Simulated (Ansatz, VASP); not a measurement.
## One calculation of CdS, two programs

File INCAR:

```
SYSTEM = CdS
ALGO = Normal
EDIFF = 1E-6
ENCUT = 520
GGA = PE
ISIF = 2
ISMEAR = 0
LASPH = .TRUE.
LCHARG = .TRUE.
LELF = .TRUE.
LREAL = .FALSE.
LVHAR = .TRUE.
LWAVE = .FALSE.
NBANDS = 16
NELM = 60
PREC = Accurate
SIGMA = 0.1
```

File KPOINTS:

```
k-points
0
G
  4 4 4
  0 0 0
```

File POSCAR:

```
CdS
1.0
    0.0000000000      2.9429534649      2.9429534649
    2.9429534649      0.0000000000      2.9429534649
    2.9429534649      2.9429534649      0.0000000000
Cd S
1 1
Direct
    0.0000000000      0.0000000000      0.0000000000
    0.2500000000      0.2500000000      0.2500000000
```

Input for Ansatz:

```yaml
crystal:
  lattice:
    - [0.0, 2.9429534649, 2.9429534649]
    - [2.9429534649, 0.0, 2.9429534649]
    - [2.9429534649, 2.9429534649, 0.0]
  atoms:
    - { symbol: Cd, position: [0.0, 0.0, 0.0] }
    - { symbol: S, position: [0.25, 0.25, 0.25] }
basis:
  ecutwfc: 420
kpoints:
  mp_grid: { grid: [4, 4, 4] }
hamiltonian:
  xc: pbe
scf:
  occupations: { method: gaussian, width: 0.1 }
output:
  forces: true
  stress: true
  eigenvalues: true
```

The cell is a database's computed one.

Alike in both runs: task single point; functional PBE; k mesh 4 × 4 × 4; occupations gaussian, width 0.1 eV; no spin polarisation.

|  | VASP | Ansatz |
| --- | --- | --- |
| version | VASP 6.6.1 | Ansatz 0.2.0 |
| potentials or method | VASP PAW PBE potentials, release 64 (Cd, S) | scalar-relativistic, plane waves, PAW |
| plane-wave cutoff (eV) | 520 | 420 |
| valence electrons in the cell | 18 | 26 |

```tsv
	VASP	Ansatz	Ansatz less VASP
gap on the k mesh at the Fermi level (eV)	1.08	1.08	-0.003
least direct gap on the mesh (eV)	1.08	1.08	-0.003
pressure (GPa)	1.6	1.3	-0.32
```

The two sets of potentials don't hold the same shells in valence.

Caveats: the k mesh is coarse (spacing up to 0.46 Å⁻¹), so the values aren't converged. As with any semilocal functional, this PBE gap is likely too small.
